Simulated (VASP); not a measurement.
# Converging a slab model of a few sheets of MoS2, part 5 of 5

How far does the level below the vacuum of a few sheets of MoS2 depend on the numerical settings, and how far on the functional?

VASP 6.6.1, plane waves and PAW; the level of theory is named at each step.

So far. Step 18 (Another level, functional optB88-vdW, disp nonlocal): Against the base run its depth below the vacuum changes by +0.26 eV. Step 19 (Another level, functional r2SCAN, disp none): Against the base run its depth below the vacuum changes by +0.19 eV.

### Step 21. With spin orbit coupling

This step: PBE, spin-orbit coupling, no spin polarisation; plane waves and PAW (S, Mo) (VASP 6.6.1).

For heavy elements spin-orbit coupling shifts the highest filled levels.

The input, INCAR:

```
SYSTEM = MoS2
PREC = Normal
ENCUT = 350
EDIFF = 1E-06
NELM = 120
ISMEAR = 0
SIGMA = 0.05
LREAL = .FALSE.
ALGO = Normal
GGA = PE
LNONCOLLINEAR = .TRUE.
MAGMOM = 0 0 0 0 0 0 0 0 0 0 0 0 0 0 0 0 0 0
NBANDS = 48
GGA_COMPAT = .FALSE.
LASPH = .TRUE.
LSORBIT = .TRUE.
LMAXMIX = 4
LORBIT = 11
LWAVE = .FALSE.
LCHARG = .FALSE.
KPAR = 4
IDIPOL = 3
LDIPOL = .TRUE.
DIPOL = 0.5 0.5 0.5
LVHAR = .TRUE.
LVACPOTAV = .TRUE.
```

The input, POSCAR:

```
MoS2
1.0
    3.1690000000      0.0000000000      0.0000000000
   -1.5845000000      2.7444345050      0.0000000000
    0.0000000000      0.0000000000     24.2922960000
S Mo
4 2
Direct
    0.3333333330      0.6666666670      0.6912601430
    0.3333333330      0.6666666670      0.5624005240
    0.6666666670      0.3333333330      0.4375994760
    0.6666666670      0.3333333330      0.3087398570
    0.6666666670      0.3333333330      0.6268303330
    0.3333333330      0.6666666670      0.3731696670
```

The input, KPOINTS:

```
Automatic mesh
0
Gamma
9 9 1
0 0 0
```

PAW data sets: S and Mo (PBE family, release 64).

Started as:

```bash
> mpirun -np 4 vasp_ncl
```

The program printed:

```text
[... set-up lines as in an earlier step ...]
 entering main loop
       N       E                     dE             d eps       ncg     rms          rms(c)
DAV:   1     0.215662429160E+03    0.21566E+03   -0.11699E+04  1160   0.893E+02
DAV:   2    -0.208916955756E+02   -0.23655E+03   -0.22804E+03  1584   0.225E+02
DAV:   3    -0.456451776171E+02   -0.24753E+02   -0.24329E+02  1392   0.779E+01
DAV:   4    -0.466628022453E+02   -0.10176E+01   -0.10109E+01  1720   0.167E+01
[...]
DAV:  23    -0.435806784522E+02   -0.51878E-05   -0.18424E-07   912   0.158E-03    0.776E-04
DAV:  24    -0.435806811765E+02   -0.27243E-05   -0.13014E-07   904   0.954E-04    0.477E-04
DAV:  25    -0.435806821641E+02   -0.98756E-06   -0.47582E-08   824   0.592E-04
 [... a notice as in an earlier step ...]

   1 F= -.43580682E+02 E0= -.43580682E+02  d E =-.107989E-14  mag=    -0.0000     0.0000    -0.0000
```

It took 49 s on 4 MPI ranks of AMD EPYC 7R43, shared host; peak memory 1.4 GiB; 3.2 min of CPU time.

Parts of OUTCAR (step 21):

```text
  Total        0.9413466      0.9413466      0.8724164      0.0000000      0.0000000     -0.0000000
  in kB        7.1386563      7.1386563      6.6159277      0.0000000      0.0000000     -0.0000000
  external PRESSURE =       6.9644134 kB  Pullay stress =       0.0000000 kB

 POSITION                                       TOTAL-FORCE (eV/Angst)
 -----------------------------------------------------------------------------------
     -0.00000      1.82962     16.79230        -0.000000      0.000000      0.066068
     -0.00000      1.82962     13.66200        -0.000000      0.000000      0.046662
      1.58450      0.91481     10.63030         0.000000      0.000000     -0.046662
      1.58450      0.91481      7.50000        -0.000000     -0.000000     -0.066068
      1.58450      0.91481     15.22715         0.000000     -0.000000      0.041544
     -0.00000      1.82962      9.06515         0.000000      0.000000     -0.041544
 -----------------------------------------------------------------------------------
    total drift:                               -0.000000      0.000000     -0.000000

  FREE ENERGIE OF THE ION-ELECTRON SYSTEM (eV)
  ---------------------------------------------------
  free  energy   TOTEN  =       -43.5806821641 eV

  energy  without entropy=      -43.5806821641  energy(sigma->0) =      -43.58068216

 magnetization (x)
# of ion       s       p       d       tot
------------------------------------------
    1        0.000   0.000   0.000   0.000
    2        0.000  -0.000   0.000  -0.000
    3       -0.000  -0.000   0.000  -0.000
    4        0.000   0.000   0.000   0.000
    5        0.000   0.000  -0.000  -0.000
    6        0.000   0.000   0.000   0.000
--------------------------------------------------
tot         -0.000  -0.000  -0.000  -0.000

 magnetization (y)
# of ion       s       p       d       tot
------------------------------------------
    1        0.000   0.000   0.000   0.000
    2       -0.000   0.000   0.000   0.000
    3        0.000   0.000   0.000   0.000
    4        0.000  -0.000   0.000  -0.000
    5       -0.000   0.000  -0.000  -0.000
    6       -0.000   0.000  -0.000  -0.000
--------------------------------------------------
tot         -0.000   0.000  -0.000   0.000

 magnetization (z)
# of ion       s       p       d       tot
------------------------------------------
    1        0.000   0.000   0.000   0.000
    2        0.000   0.000   0.000   0.000
    3        0.000   0.000   0.000   0.000
    4        0.000   0.000   0.000   0.000
    5        0.000   0.000   0.000   0.000
    6        0.000   0.000   0.000   0.000
--------------------------------------------------
tot          0.000   0.000   0.000   0.000

[... 1 part as in an earlier step ...]

[... 2 further parts left out ...]
[key lines of the parts left out:]
E-fermi :   0.3833
```

This step gave:

```
free energy (TOTEN)                               : -43.58 eV
Fermi energy                                      : 0.3833 eV
vacuum levels                                     : 5.604, 5.604 eV
ionisation potentials of the upper and lower face : 5.478, 5.478 eV
electron affinities of the upper and lower face   : 4.201, 4.201 eV
highest filled level below the vacuum             : 5.478 eV
gap on the k-mesh                                 : 1.277 eV
least direct gap on the k-mesh                    : 1.639 eV
```

Against the base run its depth below the vacuum changes by -0.00 eV.

### Step 22. All levels side by side

Times are for 4 MPI ranks of AMD EPYC 7R43, shared host. The series side by side:

| no. | run | electronic cycles | bands | free energy (TOTEN) (eV) | eigenvalues first band | least direct gap on the k-mesh (eV) | time | memory (GiB) |
| --- | --- | --- | --- | --- | --- | --- | --- | --- |
| 1 | base run | 23 | 24 | -43.55 | 7 | 1.687 | 13 s | 0.58 |
| 2 | series over the cutoff | 23 | 24 | -43.38 | 7 | 1.691 | 8 s | 0.42 |
| 3 | series over the cutoff | 24 | 24 | -43.51 | 7 | 1.687 | 10 s | 0.49 |
| 4 | series over the smearing | 23 | 24 | -43.55 | 7 | 1.687 | 13 s | 0.58 |
| 5 | series over the smearing | 23 | 24 | -43.55 | 7 | 1.687 | 13 s | 0.62 |
| 6 | with spin orbit coupling | 25 | 48 | -43.58 | 25 | 1.639 | 49 s | 1.4 |

### Step 23. All runs together

This step: slab, study of settings, base PBE; plane waves and PAW (VASP 6.6.1).

This step runs nothing: it gathers the runs above.

Numbers from this step:

| Quantity | Value |
| --- | --- |
| highest filled level below the vacuum | 5.483 eV |

Energies of other functionals are not comparable and are left out. All runs:

| change from the base run | level below the vacuum (eV) | shift (eV) | energy change (meV/atom) | core seconds |
| --- | --- | --- | --- | --- |
| base | 5.483 | 0 | 0 | 53.6 |
| mesh 3 x 3 | 5.492 | 0.009 | -7 | 27.2 |
| mesh 6 x 6 | 5.482 | -0.001 | 0.2 | 45.6 |
| mesh 12 x 12 | 5.482 | 0 | 0 | 71.2 |
| vacuum 5 A | - | - | -0.4 | 31.2 |
| vacuum 8 A | 5.465 | -0.018 | -0.1 | 36 |
| vacuum 24 A | 5.484 | 0.002 | 0.1 | 80 |
| cutoff 210 eV | 5.48 | -0.002 | 28 | 32 |
| cutoff 280 eV | 5.482 | 0 | 7.1 | 41.6 |
| smearing 0.02 eV | 5.483 | 0 | 0 | 52 |
| smearing 0.4 eV | 5.483 | 0 | 0.1 | 53.6 |
| LDA | 5.7 | 0.218 | - | 40.8 |
| PBEsol | 5.505 | 0.023 | - | 55.2 |
| RPBE | 5.402 | -0.081 | - | 55.2 |
| optB88-vdW | 5.744 | 0.262 | - | 248 |
| r2SCAN | 5.676 | 0.193 | - | 168 |
| spin-orbit coupling | 5.478 | -0.005 | - | 196 |

### Step 24. What came out

- highest filled level below the vacuum: 5.48 eV

**Reading.** The base run puts the highest filled level 5.48 eV below the vacuum at the upper face. The meshes tried shift it by about 0.01 eV or less. Among the vacuum widths the largest shift is -0.02 eV (vacuum 8 A, at 0.67 times the cost). The lower cutoffs shift it by about 0.01 eV or less. The smearing widths shift it by about 0.01 eV or less. With vacuum 5 A the program printed no vacuum level, so no level is given there, and the line on vacuum widths holds for the others alone. The functionals span 0.34 eV, from RPBE to optB88-vdW. The program warns that it found no field-free region at its default tolerance, also in runs whose level could not be checked against a flat part of the potential; that adds doubt to those levels. The thickness of the slab was not varied, and the small cell can't reconstruct. Costs come from a shared host, and the base run also writes a finer density of states, so small ratios mean little. All runs hold the atoms as cut and share one family of PAW data sets, so relaxation and each functional's own lattice are left out.

[Lines on the potential files, build, host, timing and source positions are cut from VASP's logs without a mark.]

[Logs are printed without paths, hosts, clocks, repeated set-up lines and the standing remarks that a program may print on its own settings, such as how far it seeks lower states.]

[Hosts, paths, dates, database ids (printed as entryN), source tags and the programs' standing remarks are cut or masked in the printed files.]

[In band tables of VASP the shares of atoms and orbitals are scaled to a sum of 1 inside the atoms' spheres.]

[Runs that stopped without an error message from VASP are left out.]
